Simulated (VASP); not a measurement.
A calculation with VASP 6.6.1 of BN (ASE script, structure by space group and Wyckoff sites):

The input run.py:

```python
from ase.calculators.vasp import Vasp
from ase.dft.bandgap import bandgap
from ase.spacegroup import crystal

atoms = crystal(
    ['N', 'B'],
    basis=[[0.6666666667, 0.3333333333, 0.25], [0.6666666667, 0.3333333333, 0.75]],
    spacegroup=194,
    setting=1,
    cellpar=[2.49824, 2.49824, 6.6357, 90.0, 90.0, 120.0],
    primitive_cell=True,
)
calc = Vasp(
    directory='calc',
    xc='pbe',
    pp='PBE',
    setups='minimal',
    prec='Accurate',
    encut=500,
    ediff=1e-06,
    ismear=0,
    sigma=0.02,
    lreal=False,
    lasph=True,
    nelm=80,
    algo='Fast',
    isif=2,
    lwave=False,
    lcharg=False,
    kpts=[12, 12, 4],
    gamma=True,
)
atoms.calc = calc

print('energy (eV):', atoms.get_potential_energy())
print('free energy (eV):', atoms.get_potential_energy(force_consistent=True))
print('forces (eV/A):')
print(atoms.get_forces())
print('stress (eV/A^3, Voigt):', atoms.get_stress())
print('Fermi level (eV):', calc.get_fermi_level())
gap, top, bottom = bandgap(calc)
print('band gap (eV):', gap, 'from (spin, k, band)', top, 'to', bottom)
```

Potentials or basis: VASP PAW PBE potentials, release 64 (N, B).

Command:

```sh
$ python run.py
```

Write the same calculation in another form: native input, structure from a POSCAR.

As run:

Contents of INCAR:

```
PREC = Accurate ; ENCUT = 500
EDIFF = 1E-7 ; ISMEAR = 0
SIGMA = 0.02 ; LREAL = F
LASPH = T ; NELM = 100
ALGO = Normal ; ISIF = 2
LWAVE = F ; LCHARG = T
GGA = PE ; LELF = T
LVHAR = T
```

File KPOINTS:

```
Automatic mesh
0
Gamma
  12 12 4
```

POSCAR

```
BN
2.4982
    1.000016011528      0.000000000000      0.000000000000
   -0.500008005764      0.866039270195      0.000000000000
    0.000000000000      0.000000000000      2.656192458570
N B
2 2
Direct
    0.6666666667      0.3333333333      0.2500000000
    0.3333333333      0.6666666667      0.7500000000
    0.6666666667      0.3333333333      0.7500000000
    0.3333333333      0.6666666667      0.2500000000
```

Potentials or basis: VASP PAW PBE potentials, release 64 (N, B).

Command:

```console
$ cat potpaw_PBE.64/N/POTCAR potpaw_PBE.64/B/POTCAR > POTCAR
$ mpirun -np 1 vasp_std > vasp.out
```

Both were run:

|  | ASE script, structure by space group and Wyckoff sites | native input, structure from a POSCAR |
| --- | --- | --- |
| Pressure | 5.1 GPa | 5.1 GPa |
| Band gap on the k mesh | 4.29 eV, indirect (least direct gap 4.66 eV) | 4.29 eV, indirect (least direct gap 4.66 eV) |

Keys that steer only the numerical path or the files written may differ.

Caveat: this functional lacks dispersion, which binds the layers, so the pressure and a relaxed spacing across them are unreliable.
